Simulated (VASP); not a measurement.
# BaTe (I4/mmm) in VASP: further runs

Runs on BaTe. Level: PBEsol. Tasks: single point.

All numbers are computed with VASP 6.6.1; they aren't measurements. Logs are shortened: lines on timing, memory, paths and dates and some standing lists are left out, and cuts for length are marked.

**1. The cell of the first run**

It takes space group I4/mmm (No. 139, tetragonal). Conventional cell: a = 4.664 Å, b = 4.664 Å, c = 7.290 Å, α = 90.00°, β = 90.00°, γ = 90.00°. Around Ba (site symmetry 4/mmm) lie 6 Te at 3.30 to 3.64 Å. Te (site symmetry 4/mmm) has 6 Ba at 3.30 to 3.64 Å as nearest neighbours.

**2. Single point, PBEsol (strain -0.050 along x and y, +0.050 along z, atoms carried along)**

The input, INCAR:

```
SYSTEM = BaTe
PREC = Accurate
ENCUT = 520
EDIFF = 1E-6
ISMEAR = 0
SIGMA = 0.05
LREAL = .FALSE.
LASPH = .TRUE.
NELM = 100
ALGO = Normal
ISIF = 2
LWAVE = .FALSE.
LCHARG = .TRUE.
GGA = PS
LELF = .TRUE.
LVHAR = .TRUE.
NBANDS = 15
```

The input, KPOINTS:

```
regular mesh
0
G
  8 8 8
  0 0 0
```

The input, POSCAR:

```
BaTe
1.0
    0.0000000000      3.2978275349      3.6449672755
    3.2978275349      0.0000000000      3.6449672755
    3.2978275349      3.2978275349      0.0000000000
Ba Te
1 1
Direct
    0.0000000000      0.0000000000      0.0000000000
    0.5000000000      0.5000000000      0.5000000000
```

Potentials or basis: VASP PAW PBE potentials, release 64 (Ba_sv, Te).

Command:

```bash
cat potpaw_PBE.64/Ba_sv/POTCAR potpaw_PBE.64/Te/POTCAR > POTCAR
mpirun -np 1 vasp_std > vasp.out
```

OUTCAR:

```text
SYSTEM = BaTe
   PREC = Accurate
   ENCUT = 520
   EDIFF = 1E-6
   ISMEAR = 0
   LREAL = .FALSE.
   LASPH = .TRUE.
   NELM = 100
   ISIF = 2
   GGA = PS

 ion  position               nearest neighbor table
   1  0.000  0.000  0.000-   2 3.30   2 3.30   2 3.30   2 3.30   2 3.64   2 3.64
   2  0.500  0.500  0.500-   1 3.30   1 3.30   1 3.30   1 3.30   1 3.64   1 3.64

  LATTYP: Found a body centered tetragonal cell.
 ALAT       =     4.6638324262
 C/A-ratio  =     1.5630781479

  Lattice vectors:

 A1 = (  -3.2978275349,   0.0000000000,   3.6449672755)
 A2 = (   3.2978275349,   0.0000000000,   3.6449672755)
 A3 = (   0.0000000000,   3.2978275349,  -3.6449672755)

Analysis of symmetry for initial positions (statically):
=====================================================================
 Subroutine PRICEL returns:
 Original cell was already a primitive cell.

 Routine SETGRP: Setting up the symmetry group for a
 body centered tetragonal supercell.

 Subroutine GETGRP returns: Found 16 space group operations
 (whereof 16 operations were pure point group operations)
 out of a pool of 16 trial point group operations.

The static configuration has the point symmetry D_4h.

Analysis of symmetry for dynamics (positions and initial velocities):
=====================================================================
 Subroutine PRICEL returns:
 Original cell was already a primitive cell.

 Routine SETGRP: Setting up the symmetry group for a
 body centered tetragonal supercell.

 Subroutine GETGRP returns: Found 16 space group operations
 (whereof 16 operations were pure point group operations)
 out of a pool of 16 trial point group operations.

The dynamic configuration has the point symmetry D_4h.

 Subroutine INISYM returns: Found 16 space group operations
 (whereof 16 operations are pure point group operations),
 and found     1 'primitive' translations

----------------------------------------------------------------------------------------

                                     Primitive cell

  volume of cell :      79.2829

  direct lattice vectors                    reciprocal lattice vectors
     0.000000000  3.297827535  3.644967275    -0.151614963  0.151614963  0.137175443
     3.297827535  0.000000000  3.644967275     0.151614963 -0.151614963  0.137175443
     3.297827535  3.297827535  0.000000000     0.151614963  0.151614963 -0.137175443

  length of vectors
     4.915430082  4.915430082  4.663832426     0.254541345  0.254541345  0.254541345

  position of ions in fractional coordinates (direct lattice)
     0.000000000  0.000000000  0.000000000
     0.500000000  0.500000000  0.500000000

  ion indices of the primitive-cell ions
   primitive index   ion index
                 1           1
                 2           2

----------------------------------------------------------------------------------------

 KPOINTS: regular mesh

Automatic generation of k-mesh.
 Grid dimensions read from file:
 generate k-points for:    8    8    8

 Generating k-lattice:

  Cartesian coordinates                     Fractional coordinates (reciprocal lattice)
    -0.018951870  0.018951870  0.017146930     0.125000000  0.000000000  0.000000000
     0.018951870 -0.018951870  0.017146930     0.000000000  0.125000000  0.000000000
     0.018951870  0.018951870 -0.017146930     0.000000000  0.000000000  0.125000000

  Length of vectors
     0.031817668  0.031817668  0.031817668

  Shift w.r.t. Gamma in fractional coordinates (k-lattice)
     0.000000000  0.000000000  0.000000000

 Subroutine IBZKPT returns following result:
 ===========================================

 Found     59 irreducible k-points:

 Following reciprocal coordinates:
            Coordinates               Weight
  0.000000  0.000000  0.000000      1.000000
  0.125000  0.000000  0.000000      8.000000
  0.250000  0.000000  0.000000      8.000000
  0.375000  0.000000  0.000000      8.000000
  0.500000  0.000000  0.000000      4.000000
  0.125000  0.125000  0.000000      2.000000
[... 16 lines left out ...]
  0.250000  0.000000  0.125000     16.000000
  0.375000  0.000000  0.125000     16.000000
 [... further k-points ...]
   k-points           NKPTS =     59   k-points in BZ     NKDIM =     59   number of bands    NBANDS=     15
   number of dos      NEDOS =    301   number of ions     NIONS =      2
   total plane-waves  NPLWV =  57600
   dimension x,y,z NGX =    40 NGY =   40 NGZ =   36
   dimension x,y,z NGXF=    80 NGYF=   80 NGZF=   72
   ions per type =               1   1
   NGX,Y,Z   is equivalent  to a cutoff of  13.53, 13.53, 12.83 a.u.
   NGXF,Y,Z  is equivalent  to a cutoff of  27.06, 27.06, 25.66 a.u.
 SYSTEM =  BaTe
   PREC   = accura    normal or accurate (medium, high low for compatibility)
   ISTART =      0    job   : 0-new  1-cont  2-samecut
   ICHARG =      2    charge: 1-file 2-atom 10-const
   ISPIN  =      1    spin polarized calculation?
   LNONCOLLINEAR =      F non collinear calculations
   LSORBIT =      F    spin-orbit coupling
   LASPH  =      T    aspherical Exc in radial PAW
   ENCUT  =  520.0 eV  38.22 Ry    6.18 a.u.   9.14  9.14  8.67*2*pi/ulx,y,z
   NELM   =    100;   NELMIN=  2; NELMDL= -5     # of ELM steps
   EDIFF  = 0.1E-05   stopping-criterion for ELM
   LREAL  =      F    real-space projection
   EDIFFG = 0.1E-04   stopping-criterion for IOM
   NSW    =      0    number of steps for IOM
   IBRION =     -1    ionic relax: 0-MD 1-quasi-New 2-CG
   NFREE  =      0    steps in history (QN), initial steepest desc. (CG)
   ISIF   =      2    stress and relaxation
   ISYM   =      2    0-nonsym 1-usesym 2-fastsym
   POTIM  = 0.5000    time-step for ionic-motion
   TEBEG  =    0.0;   TEEND  =   0.0 temperature during run
   PSTRESS=    0.0 pullay stress
   NELECT =      16.0000    total number of electrons
   NUPDOWN=      -1.0000    fix difference up-down
   EMIN   =  10.00;   EMAX   =-10.00  energy-range for DOS
   EFERMI =   0.00;   METHOD = LEGACY
   ISMEAR =     0;   SIGMA  =   0.05  broadening in eV -4-tet -1-fermi 0-gaus
   EFERMI_NEDOS =   21; number of points for ismear=-14 and -15
   IALGO  =     38    algorithm
   IMIX   =      4    mixing-type and parameters
     AMIX     =   0.40;   BMIX     =  1.00
     AMIX_MAG =   1.60;   BMIX_MAG =  1.00
  volume/ion in A,a.u.               =      39.64       267.51
  Fermi-wavevector in a.u.,A,eV,Ry     =   0.960259  1.814626 12.545892  0.922097
  Thomas-Fermi vector in A             =   2.089527
   LORBIT       =      0    0 simple, 1 ext, 2 COOP (PROOUT), +10 PAW based schemes
   GGA     = PS    functional components
   LHFCALC =     F    Hartree Fock is set to
   AEXX    =    0.0000 exact exchange contribution
   IVDW    =     0    specifies the selected vdW correction
   LEPSILON=     F    determine dielectric tensor
   LRPA    =     F    only Hartree local field effects (RPA)
 non-spin polarized calculation
 Gauss-broadening in eV      SIGMA  =   0.05
  energy-cutoff  :      520.00
  volume of cell :       79.28
 maximum number of plane-waves:      2162
 NGX is ok and might be reduce to    40
   NGX = 19   NGY = 19   NGZ = 17

 number of electron      16.0000000 magnetization

 Free energy of the ion-electron system (eV)
  ---------------------------------------------------
  ext. energy  EPLUGINS =         0.00000000
  ---------------------------------------------------
  free energy    TOTEN  =        -9.01339429 eV

  energy without entropy =       -9.01339429  energy(sigma->0) =       -9.01339429

 E-fermi :   3.0806     XC(G=0):  -8.7133

 val. band max:        2.8010232088   @ k =   0.0000   0.0000   0.0000
 cond. band min:       3.9051442090   @ k =   0.5000   0.5000   0.0000
 fundamental gap:      1.1041210002
 Fermi energy:         3.0805551536

 k-point     1 :       0.0000    0.0000    0.0000
  band No.  band energies     occupation
      1     -24.0957      2.00000
      2      -9.2827      2.00000
      3      -9.2827      2.00000
      4      -9.2509      2.00000
      5      -7.1138      2.00000
      6       2.4832      2.00000
      7       2.8010      2.00000
      8       2.8010      2.00000
      9       5.0371      0.00000
     10       5.1806      0.00000
     11       5.7218      0.00000
     12       5.7218      0.00000
     13       6.4410      0.00000
     14       6.6361      0.00000
     15       9.5449      0.00000

 k-point     2 :       0.1250    0.0000    0.0000
  band No.  band energies     occupation
      1     -24.0924      2.00000
      2      -9.4087      2.00000
      3      -9.2790      2.00000
      4      -9.2617      2.00000
      5      -6.9289      2.00000
      6       2.0668      2.00000
      7       2.3539      2.00000
      8       2.4769      2.00000
      9       5.2810      0.00000
     10       5.5884      0.00000
     11       5.9072      0.00000
     12       5.9474      0.00000
     13       7.0191      0.00000
     14       7.2388      0.00000
     15      10.1058      0.00000

 k-point     3 :       0.2500    0.0000    0.0000
  band No.  band energies     occupation
      1     -24.0846      2.00000
      2      -9.6653      2.00000
      3      -9.2786      2.00000
      4      -9.2702      2.00000
      5      -6.5290      2.00000
      6       1.1461      2.00000
      7       1.8253      2.00000
      8       1.9019      2.00000
      9       5.6715      0.00000
     10       6.1522      0.00000
     11       6.4124      0.00000
     12       7.0140      0.00000
     13       8.3609      0.00000
     14       8.5129      0.00000
     15      11.0731      0.00000
[... 343 lines left out ...]
 k-point    23 :       0.2500    0.0000    0.1250
  band No.  band energies     occupation
      1     -24.0840      2.00000
      2      -9.6242      2.00000
      3      -9.3125      2.00000
      4      -9.2785      2.00000
      5      -6.5595      2.00000
      6       1.0956      2.00000
      7       1.9833      2.00000
      8       2.2026      2.00000
      9       5.2050      0.00000
     10       5.9597      0.00000
     11       6.3721      0.00000
     12       6.9990      0.00000
     13       7.4420      0.00000
     14       9.6404      0.00000
     15      11.2595      0.00000

 k-point    24 :       0.3750    0.0000    0.1250
  band No.  band energies     occupation
      1     -24.0762      2.00000
      2      -9.8119      2.00000
      3      -9.3073      2.00000
      4      -9.2928      2.00000
      5      -6.2753      2.00000
      6       0.6065      2.00000
      7       1.5516      2.00000
      8       1.7336      2.00000
      9       5.5370      0.00000
     10       6.9567      0.00000
     11       7.2629      0.00000
     12       7.7028      0.00000
     13       8.6292      0.00000
     14       9.7456      0.00000
     15      11.0097      0.00000

 [... further k-points ...]

------------------------ aborting loop because EDIFF is reached ----------------------------------------

  FORCE on cell =-STRESS in cart. coord.  units (eV):
  Direction    XX          YY          ZZ          XY          YZ          ZX
  --------------------------------------------------------------------------------------
  -------------------------------------------------------------------------------------
  Total        3.0493827      3.0493827     -1.0003654      0.0000000      0.0000000     -0.0000000
  in kB       61.6230242     61.6230242    -20.2157453      0.0000000      0.0000000     -0.0000000
  external PRESSURE =      34.3434344 kB  Pullay stress =       0.0000000 kB

 VOLUME and BASIS-vectors are now :
 -----------------------------------------------------------------------------
  energy-cutoff  :      520.00
  volume of cell :       79.28
      direct lattice vectors                 reciprocal lattice vectors
     0.000000000  3.297827535  3.644967275    -0.151614963  0.151614963  0.137175443
     3.297827535  0.000000000  3.644967275     0.151614963 -0.151614963  0.137175443
     3.297827535  3.297827535  0.000000000     0.151614963  0.151614963 -0.137175443

 POSITION                                       TOTAL-FORCE (eV/Angst)
 -----------------------------------------------------------------------------------
      0.00000      0.00000      0.00000        -0.000000      0.000000     -0.000000
      3.29783      3.29783      3.64497         0.000000      0.000000      0.000000
 -----------------------------------------------------------------------------------
    total drift:                                0.000000     -0.000000     -0.000000

  FREE ENERGIE OF THE ION-ELECTRON SYSTEM (eV)
  ---------------------------------------------------
  free  energy   TOTEN  =        -9.0133942901 eV

  energy  without entropy=       -9.0133942901  energy(sigma->0) =       -9.01339429
```

Wall time 72 s (1 thread of Intel Xeon Platinum 8488C (Sapphire Rapids), shared host); peak memory 0.27 GiB.

What came out:

```
Free energy            : -9.0134 eV
Pressure               : 3.4 GPa
Band gap on the k mesh : 1.10 eV, indirect (least direct gap 1.41 eV)
```

Levels at points of the mesh, in eV from the valence-band top:
| k point | band 5 | band 6 | band 7 | band 8 | band 9 | band 10 | band 11 | band 12 |
| --- | --- | --- | --- | --- | --- | --- | --- | --- |
| (0.00, 0.00, 0.00) | -9.91 | -0.32 | 0.00 | 0.00 | 2.24 | 2.38 | 2.92 | 2.92 |
| (0.50, 0.00, 0.00) | -8.81 | -2.66 | -1.49 | -1.47 | 4.01 | 4.79 | 4.80 | 5.07 |
| (0.50, 0.50, 0.00) | -9.71 | -1.58 | -0.30 | -0.30 | 1.10 | 4.30 | 4.93 | 5.66 |
| (0.50, 0.00, 0.50) | -9.68 | -1.09 | -0.70 | -0.44 | 1.12 | 4.15 | 5.15 | 5.34 |

Caveat: the PAW data sets were made with another functional, which shifts forces and pressure a little; spin-orbit coupling is left out, which moves the levels of the heavy elements. A k mesh can miss the band edges.

[end of part 1 of 2]
